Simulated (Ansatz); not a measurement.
# CuO: tests of the settings

The task, for CuO: see how the k-point mesh shifted by half a step moves the results.

Method: DFT PBEsol, scalar-relativistic, plane waves, PAW, in Ansatz 0.2.0.

1 further run of the same task is left out (set aside as unsound or not needed). Runs told in other sessions of the task aren't counted.

### 1 Starting point

It takes space group Cc (No. 9, monoclinic). Conventional cell: a = 4.689 Å, b = 3.427 Å, c = 5.132 Å, α = 90.00°, β = 99.65°, γ = 90.00°. Cu (site symmetry 1) is surrounded by 4 O at 1.91 to 2.02 Å. O (site symmetry 1) has 4 Cu at 1.91 to 2.02 Å in its first shell of neighbours.

As a file:

```cif
data_structure
_symmetry_space_group_name_H-M 'Cc'
_symmetry_Int_Tables_number 9
_cell_length_a 4.6893
_cell_length_b 3.4268
_cell_length_c 5.1321
_cell_angle_alpha 90.000
_cell_angle_beta 99.653
_cell_angle_gamma 90.000
_cell_volume 81.30
loop_
_atom_site_label
_atom_site_type_symbol
_atom_site_symmetry_multiplicity
_atom_site_Wyckoff_symbol
_atom_site_fract_x
_atom_site_fract_y
_atom_site_fract_z
_atom_site_occupancy
Cu1 Cu 4 a 0.25000 0.24680 0.00000 1
O1 O 4 a 0.48850 0.91710 0.25370 1
```

The structure comes from the Crystallography Open Database; it is used as listed.

### 2 The base input

Contents of input.yaml:

```yaml
crystal:
  lattice:
    - [2.34465, -1.7134, 0.0]
    - [2.34465, 1.7134, 0.0]
    - [-0.86055, 0.0, 5.05944]
  atoms:
    - { symbol: Cu, position: [0.0032, 0.4968, 0.0] }
    - { symbol: Cu, position: [0.4968, 0.0032, 0.5] }
    - { symbol: O, position: [0.5714, 0.4056, 0.2537] }
    - { symbol: O, position: [0.4056, 0.5714, 0.7537] }
basis:
  ecutwfc: 420
kpoints:
  mp_grid: { grid: [16, 16, 8] }
hamiltonian:
  xc: pbesol
scf:
  occupations: { method: gaussian, width: 0.1 }
output:
  forces: true
  stress: true
  eigenvalues: true
  populations: true
  write_density: true
  write_potential: true
  elf: true
  volumetric_format: npy
```

It was run beforehand and gave: -3574.0895 eV/atom at zero smearing, pressure -2.71 GPa, largest force 0.758 eV/Å, no gap on the mesh, in 8 SCF cycles and 72 s.

### 3 K-point mesh shifted by half a step set to 10×10×6

Contents of input.yaml:

```yaml
crystal:
  lattice:
    - [2.34465, -1.7134, 0.0]
    - [2.34465, 1.7134, 0.0]
    - [-0.86055, 0.0, 5.05944]
  atoms:
    - { symbol: Cu, position: [0.0032, 0.4968, 0.0] }
    - { symbol: Cu, position: [0.4968, 0.0032, 0.5] }
    - { symbol: O, position: [0.5714, 0.4056, 0.2537] }
    - { symbol: O, position: [0.4056, 0.5714, 0.7537] }
basis:
  ecutwfc: 420
kpoints:
  mp_grid: { grid: [10, 10, 6], shift: [0.5, 0.5, 0.5] }
hamiltonian:
  xc: pbesol
scf:
  occupations: { method: gaussian, width: 0.1 }
output:
  forces: true
  stress: true
  eigenvalues: true
```

Command:

```
> ansatz run input.yaml --threads 1 --pin off --max-ram 2560MiB --backend cpu --events-out ev --progress --plain --runs-dir out
```

### 4 K-point mesh shifted by half a step set to 12×12×8

Changes to input.yaml since step 3:

```diff
@@ -13,3 +13,3 @@
 kpoints:
-  mp_grid: { grid: [10, 10, 6], shift: [0.5, 0.5, 0.5] }
+  mp_grid: { grid: [12, 12, 8], shift: [0.5, 0.5, 0.5] }
 hamiltonian:
```

### 5 K-point mesh shifted by half a step: 14×14×8

Changes to input.yaml since step 4:

```diff
@@ -13,3 +13,3 @@
 kpoints:
-  mp_grid: { grid: [12, 12, 8], shift: [0.5, 0.5, 0.5] }
+  mp_grid: { grid: [14, 14, 8], shift: [0.5, 0.5, 0.5] }
 hamiltonian:
```

(Steps that only read results are left out.)

What results come out of these runs, taken together? Wanted: largest energy shift, k-point mesh shifted by half a step.

The runs gave:

| quantity | value |
| --- | --- |
| largest energy shift, k-point mesh shifted by half a step | -0.21 meV/atom at 12×12×8 |

What this shows: The densest shifted mesh lands 0.19 meV/atom from the base run. The listed cell is far from this method's equilibrium (-2.7 GPa, forces up to 0.76 eV/Å), so its values are not those of the relaxed crystal. Spin polarisation is off in the runs that give these values; a magnetic solution could lie lower.
